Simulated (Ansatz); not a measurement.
The system is MnAs.

```
As Mn
1.0
     3.71000    0.00000    0.00000
    -1.85500    3.21295    0.00000
     0.00000    0.00000    5.69100
As Mn
2 2
Direct
  0.66667 0.33333 0.75000
  0.33333 0.66667 0.25000
  0.00000 0.00000 0.50000
  0.00000 0.00000 0.00000
```

Program: Ansatz 0.2.0. Alike in all runs: potentials or basis all-electron LAPW, scalar-relativistic; spin collinear, ferromagnetic start; cell as given; k mesh 8 × 8 × 5; smearing fermi-dirac 0.05 eV.

Task: Order these runs on this cell by their pressure, lowest first.
A. level LDA; cutoff (eV) 254; basis error allowed 0.002 eV/atom
B. level PBEsol; cutoff (eV) 276; basis error allowed 0.001 eV/atom
C. level PBE; cutoff (eV) 254; basis error allowed 0.002 eV/atom

Result: A (-14.0 GPa), B (-8.7 GPa), C (-3.5 GPa).

Caveats: only a ferromagnetic start was run, and an antiferromagnetic order may lie lower in energy.

Not every run made on this cell is shown here.
